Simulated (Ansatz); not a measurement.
**Ir, one cell by several methods**

```yaml
crystal:
  lattice:
    - [-1.55553, 1.55553, 1.55553]
    - [1.55553, -1.55553, 1.55553]
    - [1.55553, 1.55553, -1.55553]
  atoms:
    - { symbol: Ir, position: [0.00000, 0.00000, 0.00000] }
```

The cell was built from the bcc type and relaxed in the same program, and has space group Im-3m; it needn't be a known or the stable phase.

Spin polarisation is left out, and whether a magnetic state lies lower isn't shown here.

No spin–orbit coupling, which matters for the heavy atoms here.

Levels of theory: DFT, PBE, PAW with Ansatz's default frozen-core files, scalar-relativistic (Ansatz 0.2.0); DFT, PBE, all-electron LAPW, scalar-relativistic (Ansatz 0.2.0).

For PAW: a Γ-centred 19×19×19 k mesh, Fermi–Dirac smearing of 0.08 eV, cutoff 420 eV, no spin polarisation. LAPW targets a basis error of 1 meV/atom. The Ansatz runs share mesh, smearing and spin set-up. Plane-wave (PAW) pressures include the program's estimate of the Pulay term.

Stress and pressure are positive in compression.

Levels count from the Fermi level.

PAW results:

```csv
quantity,PAW
pressure (GPa),0.00
highest filled level at P (eV),-4.452
lowest empty level at P (eV),0.063
highest filled level at Γ (eV),-0.492
lowest empty level at Γ (eV),16.237
```

Q: What does full-potential LAPW give for the same quantities?

A: 
| quantity | LAPW |
| --- | --- |
| pressure (GPa) | -0.07 |
| highest filled level at P (eV) | -4.451 |
| lowest empty level at P (eV) | 0.063 |
| highest filled level at Γ (eV) | -0.491 |
| lowest empty level at Γ (eV) | 16.234 |
